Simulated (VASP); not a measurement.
# CdTe (F-43m) in VASP: further runs

The runs below take CdTe through relaxation of cell and atoms, single point, with PBE, RPBE.

Program: VASP 6.6.1. These are calculated values, not measurements. Logs are shortened: lines on timing, memory, paths and dates and some standing lists are left out, and cuts for length are marked.

**Experimental background.**

From a printed reference work, data compilation, for a bulk crystal of CdTe at 0 K: band gap 1.607 eV.

The results are compared with them further down.

### 1 The crystal as given

It takes space group F-43m (No. 216, cubic). The conventional cell has a = 6.617 Å, b = 6.617 Å, c = 6.617 Å, α = 90.00°, β = 90.00°, γ = 90.00°. Cd (site symmetry -43m) has 4 Te at 2.87 Å as nearest neighbours. Te (site symmetry -43m) has 4 Cd at 2.87 Å as nearest neighbours.

### 2 Relaxation of cell and atoms, PBE (cell and atoms relaxed tightly for response)

Input file INCAR:

```
SYSTEM = CdTe
PREC = Accurate
ENCUT = 600
EDIFF = 1E-6
ISMEAR = 0
SIGMA = 0.01
LREAL = .FALSE.
LASPH = .TRUE.
NELM = 100
ALGO = Normal
ISIF = 3
LWAVE = .FALSE.
LCHARG = .FALSE.
GGA = PE
IBRION = 2
NSW = 80
EDIFFG = -0.001
```

Input file KPOINTS:

```
Automatic mesh
0
G
  10 10 10
  0 0 0
```

Input file POSCAR:

```
CdTe
1.0
    0.0000000000      3.3086866955      3.3086866955
    3.3086866955      0.0000000000      3.3086866955
    3.3086866955      3.3086866955      0.0000000000
Cd Te
1 1
Direct
    0.0000000000      0.0000000000      0.0000000000
    0.7500000000      0.7500000000      0.7500000000
```

Potentials or basis: VASP PAW PBE potentials, release 64 (Cd, Te).

Started as:

```sh
$ cat potpaw_PBE.64/Cd/POTCAR potpaw_PBE.64/Te/POTCAR > POTCAR
$ mpirun -np 1 vasp_std > vasp.out
```

OUTCAR:

```text
SYSTEM = CdTe
   PREC = Accurate
   ENCUT = 600
   EDIFF = 1E-6
   ISMEAR = 0
   LREAL = .FALSE.
   LASPH = .TRUE.
   NELM = 100
   ISIF = 3
   GGA = PE
   IBRION = 2
   NSW = 80
   EDIFFG = -0.001

 ion  position               nearest neighbor table
   1  0.000  0.000  0.000-   2 2.87   2 2.87   2 2.87   2 2.87
   2  0.750  0.750  0.750-   1 2.87   1 2.87   1 2.87   1 2.87

  LATTYP: Found a face centered cubic cell.
 ALAT       =     6.6173733910

  Lattice vectors:

 A1 = (   0.0000000000,   3.3086866955,   3.3086866955)
 A2 = (   3.3086866955,   0.0000000000,   3.3086866955)
 A3 = (   3.3086866955,   3.3086866955,   0.0000000000)

Analysis of symmetry for initial positions (statically):
=====================================================================
 Subroutine PRICEL returns:
 Original cell was already a primitive cell.

 Routine SETGRP: Setting up the symmetry group for a
 face centered cubic supercell.

 Subroutine GETGRP returns: Found 24 space group operations
 (whereof 24 operations were pure point group operations)
 out of a pool of 48 trial point group operations.

The static configuration has the point symmetry T_d .

Analysis of symmetry for dynamics (positions and initial velocities):
=====================================================================
 Subroutine PRICEL returns:
 Original cell was already a primitive cell.

 Routine SETGRP: Setting up the symmetry group for a
 face centered cubic supercell.

 Subroutine GETGRP returns: Found 24 space group operations
 (whereof 24 operations were pure point group operations)
 out of a pool of 48 trial point group operations.

The dynamic configuration has the point symmetry T_d .

 Subroutine INISYM returns: Found 24 space group operations
 (whereof 24 operations are pure point group operations),
 and found     1 'primitive' translations

----------------------------------------------------------------------------------------

                                     Primitive cell

[... 149 lines left out ...]
  Total        0.0393865      0.0393865      0.0393865      0.0000000      0.0000000      0.0000000
  in kB        0.8710853      0.8710853      0.8710853      0.0000000      0.0000000      0.0000000
  external PRESSURE =       0.8710853 kB  Pullay stress =       0.0000000 kB

 VOLUME and BASIS-vectors are now :
 -----------------------------------------------------------------------------
  energy-cutoff  :      600.00
  volume of cell :       72.44
      direct lattice vectors                 reciprocal lattice vectors
     0.000000000  3.308686696  3.308686696    -0.151117360  0.151117360  0.151117360
     3.308686696  0.000000000  3.308686696     0.151117360 -0.151117360  0.151117360
     3.308686696  3.308686696  0.000000000     0.151117360  0.151117360 -0.151117360

 POSITION                                       TOTAL-FORCE (eV/Angst)
 -----------------------------------------------------------------------------------
      0.00000      0.00000      0.00000        -0.000000     -0.000000     -0.000000
      4.96303      4.96303      4.96303         0.000000      0.000000      0.000000
 -----------------------------------------------------------------------------------
    total drift:                                0.000000      0.000000      0.000000

  FREE ENERGIE OF THE ION-ELECTRON SYSTEM (eV)
  ---------------------------------------------------
  free  energy   TOTEN  =        -4.8124693516 eV

  energy  without entropy=       -4.8124693516  energy(sigma->0) =       -4.81246935

--------------------------------------- Ionic step        2  -------------------------------------------

 number of electron      18.0000001 magnetization

 Free energy of the ion-electron system (eV)
  ---------------------------------------------------
  ext. energy  EPLUGINS =         0.00000000
  ---------------------------------------------------
  free energy    TOTEN  =        -4.81251148 eV

  energy without entropy =       -4.81251148  energy(sigma->0) =       -4.81251148

 E-fermi :   1.8534     XC(G=0):  -8.2985

 val. band max:        1.7759137986   @ k =   0.0000   0.0000   0.0000
 cond. band min:       2.3517050147   @ k =   0.0000   0.0000   0.0000
 fundamental gap:      0.5757912161
 Fermi energy:         1.8534410761

 k-point     1 :       0.0000    0.0000    0.0000
  band No.  band energies     occupation
      1      -9.0455      2.00000
      2      -6.3072      2.00000
      3      -6.3072      2.00000
      4      -6.3072      2.00000
      5      -6.0920      2.00000
      6      -6.0920      2.00000
      7       1.7759      2.00000
      8       1.7759      2.00000
      9       1.7759      2.00000
     10       2.3517      0.00000
     11       6.4167      0.00000
     12       6.4167      0.00000
     13       6.4167      0.00000
[... 354 lines left out ...]
  band No.  band energies     occupation
      1      -8.6875      2.00000
      2      -6.2125      2.00000
      3      -6.2064      2.00000
      4      -6.1504      2.00000
      5      -6.0730      2.00000
      6      -5.8570      2.00000
      7      -1.6756      2.00000
      8       0.2728      2.00000
      9       0.4322      2.00000
     10       4.6420      0.00000
     11       5.1245      0.00000
     12       8.3845      0.00000
     13       9.0517      0.00000

 [... further k-points ...]
[... 5 lines left out ...]
  --------------------------------------------------------------------------------------
  -------------------------------------------------------------------------------------
  Total       -0.0008962     -0.0008962     -0.0008962      0.0000000      0.0000000     -0.0000000
  in kB       -0.0197649     -0.0197649     -0.0197649      0.0000000      0.0000000     -0.0000000
  external PRESSURE =      -0.0197649 kB  Pullay stress =       0.0000000 kB

 VOLUME and BASIS-vectors are now :
 -----------------------------------------------------------------------------
  energy-cutoff  :      600.00
  volume of cell :       72.65
      direct lattice vectors                 reciprocal lattice vectors
     0.000000000  3.311830126  3.311830126    -0.150973927  0.150973927  0.150973927
     3.311830126 -0.000000000  3.311830126     0.150973927 -0.150973927  0.150973927
     3.311830126  3.311830126  0.000000000     0.150973927  0.150973927 -0.150973927

 POSITION                                       TOTAL-FORCE (eV/Angst)
 -----------------------------------------------------------------------------------
      6.62366      6.62366      6.62366         0.000000     -0.000000      0.000000
      4.96775      4.96775      4.96775        -0.000000      0.000000     -0.000000
 -----------------------------------------------------------------------------------
    total drift:                                0.000000      0.000000      0.000000

  FREE ENERGIE OF THE ION-ELECTRON SYSTEM (eV)
  ---------------------------------------------------
  free  energy   TOTEN  =        -4.8125114762 eV

  energy  without entropy=       -4.8125114762  energy(sigma->0) =       -4.81251148

 reached required accuracy - stopping structural energy minimisation
```

Wall time 34 s (1 thread of Intel Xeon 6975P-C (Granite Rapids), shared host); peak memory 0.27 GiB.

Results:

| Item | Value |
| --- | --- |
| Free energy | -4.8125 eV |
| Relaxed volume | 36.32 Å³/atom |
| Relaxed cell | a = 4.684 Å, b = 4.684 Å, c = 4.684 Å, α = 60.00°, β = 60.00°, γ = 60.00° |
| Space group after relaxing (to 0.05 Å) | F-43m (No. 216) |
| Energy gained by relaxing | 0.0 meV/atom |
| Ionic steps | 2 |
| Pressure after relaxing | 0.0 GPa |
| Band gap on the k mesh | 0.58 eV, direct |

Final structure:
```xyz
2
Lattice="0.0000 3.3118 3.3118 3.3118 0.0000 3.3118 3.3118 3.3118 0.0000" Properties=species:S:1:pos:R:3 pbc="T T T"
Cd    6.6237    6.6237    6.6237
Te    4.9677    4.9677    4.9677
```

Levels at points of the mesh, in eV from the valence-band top:
| k point | band 6 | band 7 | band 8 | band 9 | band 10 | band 11 | band 12 | band 13 |
| --- | --- | --- | --- | --- | --- | --- | --- | --- |
| (0.00, 0.00, 0.00) | -7.87 | 0.00 | 0.00 | 0.00 | 0.58 | 4.64 | 4.64 | 4.64 |
| (0.50, 0.00, 0.00) | -7.57 | -4.07 | -0.68 | -0.68 | 1.75 | 5.21 | 5.21 | 7.01 |
| (0.50, 0.50, 0.00) | -7.45 | -4.00 | -1.65 | -1.65 | 2.67 | 2.75 | 8.50 | 8.80 |

Caveat: spin-orbit coupling is left out, which moves the levels of the heavy elements.

### 3 Single point, RPBE

Input file INCAR:

```
PREC = Accurate ; ENCUT = 520
EDIFF = 1E-7 ; ISMEAR = 0
SIGMA = 0.02 ; LREAL = F
LASPH = T ; NELM = 100
ALGO = Normal ; ISIF = 2
LWAVE = F ; LCHARG = F
GGA = RP ; NBANDS = 16
```

Input file KPOINTS:

```
Automatic mesh
0
Gamma
  8 8 8
```

POSCAR is that of step 2.

Potentials or basis: VASP PAW PBE potentials, release 64 (Cd, Te).

Started as:

```sh
$ cat potpaw_PBE.64/Cd/POTCAR potpaw_PBE.64/Te/POTCAR > POTCAR
$ mpirun -np 1 vasp_std > vasp.out
```

Wall time 16 s (1 thread of Intel Xeon 6975P-C (Granite Rapids), shared host); peak memory 0.21 GiB.

It converged, with:

```
Free energy            : -4.1760 eV
Pressure               : 1.6 GPa
Band gap on the k mesh : 0.73 eV, direct
```

Levels at points of the mesh, in eV from the valence-band top:
| k point | band 6 | band 7 | band 8 | band 9 | band 10 | band 11 | band 12 | band 13 |
| --- | --- | --- | --- | --- | --- | --- | --- | --- |
| (0.00, 0.00, 0.00) | -7.89 | 0.00 | 0.00 | 0.00 | 0.73 | 4.70 | 4.70 | 4.70 |
| (0.50, 0.00, 0.00) | -7.57 | -4.03 | -0.68 | -0.68 | 1.87 | 5.28 | 5.28 | 7.25 |
| (0.50, 0.50, 0.00) | -7.45 | -3.97 | -1.64 | -1.64 | 2.77 | 2.91 | 8.70 | 8.90 |

Caveat: the PAW data sets were made with another functional, which shifts forces and pressure a little; spin-orbit coupling is left out, which moves the levels of the heavy elements.

### 4 Single point, PBE

Input file INCAR:

```
PREC = Accurate ; ENCUT = 520
EDIFF = 1E-6 ; ISMEAR = 0
SIGMA = 0.02 ; LREAL = False
LASPH = True ; NELM = 100
ALGO = Normal ; ISIF = 2
LWAVE = False ; LCHARG = False
GGA = PE ; NBANDS = 16
```

KPOINTS is that of step 3.

Input file POSCAR:

```
CdTe
1.0
    0.0000000000      3.3086866350      3.3086866350
    3.3086866350      0.0000000000      3.3086866350
    3.3086866350      3.3086866350      0.0000000000
Cd Te
1 1
Direct
    0.0000000000      0.0000000000      0.0000000000
    0.2500000000      0.2500000000      0.2500000000
```

Started as:

```sh
$ cat potpaw_PBE.64/Cd/POTCAR potpaw_PBE.64/Te/POTCAR > POTCAR
$ mpirun -np 1 vasp_std > vasp.out
```

It took 11 s on 1 thread of Intel Xeon 6975P-C (Granite Rapids), shared host; peak memory 0.21 GiB.

The run converged. Its results:

```
Free energy            : -4.8120 eV
Pressure               : 0.1 GPa
Band gap on the k mesh : 0.58 eV, direct
```

Levels at points of the mesh, in eV from the valence-band top:
```tsv
k point	band 7	band 8	band 9	band 10	band 11	band 12
(0.00, 0.00, 0.00)	0.00	0.00	0.00	0.58	4.64	4.64
(0.50, 0.00, 0.00)	-4.08	-0.69	-0.69	1.76	5.21	5.21
(0.50, 0.50, 0.00)	-4.01	-1.66	-1.66	2.67	2.74	8.51
```

Caveat: spin-orbit coupling is left out, which moves the levels of the heavy elements.

### 5 Relaxation of cell and atoms, PBE

This run uses another cell than the first one, of 32.92 Å³/atom, 0.909 times its volume.

Input file INCAR:

```
PREC     = Accurate       # precision mode
ENCUT    = 600            # plane-wave cutoff, eV
EDIFF    = 1E-7           # SCF threshold, eV
ISMEAR   = 0              # smearing method
SIGMA    = 0.02           # smearing width, eV
LREAL    = F              # projectors in reciprocal space
LASPH    = T              # aspherical terms in the spheres
NELM     = 100            # most SCF steps
ALGO     = Normal         # electronic algorithm
ISIF     = 3              # what is computed and relaxed
LWAVE    = F              # write WAVECAR
LCHARG   = F              # write CHGCAR
GGA      = PE             # functional
IBRION   = 2              # ionic algorithm
NSW      = 100            # ionic steps
EDIFFG   = -0.005         # ionic threshold
```

KPOINTS is that of step 4.

Input file POSCAR:

```
CdTe
1.0
    0.0000000000      3.2050000000      3.2050000000
    3.2050000000      0.0000000000      3.2050000000
    3.2050000000      3.2050000000      0.0000000000
Cd Te
1 1
Direct
    0.0000000000      0.0000000000      0.0000000000
    0.2500000000      0.2500000000      0.2500000000
```

Started as:

```sh
$ cat potpaw_PBE.64/Cd/POTCAR potpaw_PBE.64/Te/POTCAR > POTCAR
$ mpirun -np 1 vasp_std > vasp.out
```

Run time: 28 s. Hardware: 1 thread of Intel Xeon 6975P-C (Granite Rapids), shared host; peak memory 0.23 GiB.

The run converged. Its results:

| Item | Value |
| --- | --- |
| Free energy | -4.8104 eV |
| Relaxed volume | 36.30 Å³/atom |
| Relaxed cell | a = 4.683 Å, b = 4.683 Å, c = 4.683 Å, α = 60.00°, β = 60.00°, γ = 60.00° |
| Space group after relaxing (to 0.05 Å) | F-43m (No. 216) |
| Energy gained by relaxing | 42.0 meV/atom |
| Ionic steps | 3 |
| Pressure after relaxing | 0.0 GPa |
| Band gap on the k mesh | 0.58 eV, direct |

The path:
```tsv
step	energy change (eV)	largest force (eV/Å)	pressure (GPa)	volume (Å³)
1	0.0000	0.0000	4.35	65.84
2	-0.0777	0.0000	-0.93	74.74
3	-0.0840	0.0000	0.02	72.61
```

Final structure:
```cif
data_structure
_symmetry_space_group_name_H-M 'P 1'
_symmetry_Int_Tables_number 1
_cell_length_a 4.6827
_cell_length_b 4.6827
_cell_length_c 4.6827
_cell_angle_alpha 60.000
_cell_angle_beta 60.000
_cell_angle_gamma 60.000
_cell_volume 72.61
loop_
_atom_site_label
_atom_site_type_symbol
_atom_site_fract_x
_atom_site_fract_y
_atom_site_fract_z
_atom_site_occupancy
Cd1 Cd 0.00000 0.00000 0.00000 1
Te1 Te 0.25000 0.25000 0.25000 1
```

Levels at points of the mesh, in eV from the valence-band top:
| k point | band 7 | band 8 | band 9 | band 10 | band 11 | band 12 |
| --- | --- | --- | --- | --- | --- | --- |
| (0.00, 0.00, 0.00) | 0.00 | 0.00 | 0.00 | 0.58 | 4.64 | 4.64 |
| (0.50, 0.00, 0.00) | -4.07 | -0.68 | -0.68 | 1.75 | 5.21 | 5.21 |
| (0.50, 0.50, 0.00) | -4.00 | -1.65 | -1.65 | 2.67 | 2.74 | 8.50 |

Caveat: spin-orbit coupling is left out, which moves the levels of the heavy elements; the volume moved by +10 % from the deposited cell, more than functionals usually miss.

### 6 The runs side by side

```tsv
task	level	cell	k mesh	cutoff (eV)	smearing	gap on the mesh (eV)	pressure (GPa)	relaxed volume (Å³/atom)
relaxation of cell and atoms	PBE	relaxed from: cell and atoms relaxed tightly for response	10 × 10 × 10	600	gaussian 0.01 eV	0.58	0.0	36.32
single point	RPBE	F-43m, 36.22 Å³/atom	8 × 8 × 8	520	gaussian 0.02 eV	0.73	1.6	-
single point	PBE	F-43m, 36.22 Å³/atom	8 × 8 × 8	520	gaussian 0.02 eV	0.58	0.1	-
relaxation of cell and atoms	PBE	relaxed	8 × 8 × 8	600	gaussian 0.02 eV	0.58	0.0	36.30
```

Alike in all rows: potentials or basis VASP PAW PBE potentials, release 64 (Cd, Te); no spin polarisation.

Caveats: spin-orbit coupling is left out, which moves the levels of the heavy elements; the PAW data sets were made with another functional, which shifts forces and pressure a little (some runs); the volume moved by +10 % from the deposited cell, more than functionals usually miss (some runs).

Absolute energies hang on the potentials; compare differences alone.

### 7 How close it comes

Step 3. Measured gap of CdTe: 1.607 eV (0 K; a printed reference work, data compilation). This calculation gives 0.73 eV (-0.87 eV). Spin-orbit coupling on Cd, Te is left out. The value is that of RPBE, without temperature or zero-point motion. Semilocal functionals fall short of measured gaps as a rule.

Step 4. A measured gap of CdTe is 1.607 eV (0 K; a printed reference work, data compilation); the calculated 0.58 eV misses it by -1.02 eV. So large a miss can be the level of theory's own, or it may mean another phase, state or a wrong row. Spin-orbit coupling on Cd, Te is left out. The value is that of PBE, without temperature or zero-point motion. Semilocal functionals fall short of measured gaps as a rule.
